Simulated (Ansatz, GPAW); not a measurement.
Given: the input of a run of GPAW 26.7.0 (ASE script) on Si. 

run.py

```python
from ase import Atoms
from ase.dft.bandgap import bandgap
from ase.io import write
from ase.units import GPa
from gpaw import GPAW, PW

atoms = Atoms(['Si', 'Si'],
              cell=[[0.0, 2.7218511865, 2.7218511865],
                    [2.7218511865, 0.0, 2.7218511865],
                    [2.7218511865, 2.7218511865, 0.0]],
              scaled_positions=[[0.5, 0.5, 0.5],
                                [0.75, 0.75, 0.75]],
              pbc=True)

calc = GPAW(mode=PW(600),
            xc='PBE',
            kpts={'size': (8, 8, 8), 'gamma': True},
            occupations={'name': 'methfessel-paxton', 'order': 0, 'width': 0.020999999999999998},
            nbands=11,
            convergence={'density': 1e-05, 'energy': 1e-05},
            maxiter=150,
            txt='gpaw.txt')
atoms.calc = calc
energy = atoms.get_potential_energy()
forces = atoms.get_forces()
stress = atoms.get_stress()
calc.write('gs.gpw')
write('result.traj', atoms)
print(f'Energy: {energy:.6f} eV')
print('Forces (eV/A):')
print(forces.round(4))
print('Stress (GPa):', (stress / GPa).round(3))
print('Fermi level:', round(calc.get_fermi_level(), 4), 'eV')
print(f'Gap: {bandgap(calc)[0]:.4f} eV, direct: {bandgap(calc, direct=True)[0]:.4f} eV')
```

Potentials or basis: GPAW PAW data sets (gpaw-data 1.2.1), pw.

Command:

```bash
$ OMP_NUM_THREADS=1 python run.py
```

**Question.** Translate it to Ansatz 0.2.0. Potentials or basis there: all-electron LAPW, scalar-relativistic.

**Answer.** As run (cutoffs and basis follow the program's own potentials, and thresholds, step limits or extra output files can differ):

File input.yaml:

```yaml
crystal:
  lattice:
    - [0.0, 2.7218511865, 2.7218511865]
    - [2.7218511865, 0.0, 2.7218511865]
    - [2.7218511865, 2.7218511865, 0.0]
  atoms:
    - { symbol: Si, position: [0.5, 0.5, 0.5] }
    - { symbol: Si, position: [0.75, 0.75, 0.75] }
kpoints:
  mp_grid: { grid: [8, 8, 8] }
scf:
  occupations: { method: gaussian, width: 0.021 }
hamiltonian:
  xc: pbe
  pseudopotentials: { kind: all_electron, lapw: { basis_error: 0.001 } }
output:
  forces: true
  stress: true
  eigenvalues: true
```

Potentials or basis: all-electron LAPW, scalar-relativistic.

Launch:

```bash
$ ansatz run input.yaml --threads 1 --pin off --max-ram 3072MiB --backend cpu --events-out ev --progress --plain --runs-dir out
```

Both were run:

|  | GPAW | Ansatz |
| --- | --- | --- |
| Pressure | 1.6 GPa | 1.3 GPa |

Where Ansatz's input types no cutoff or centring, it takes its own default and a Γ-centred mesh.

Pressure is positive in compression.
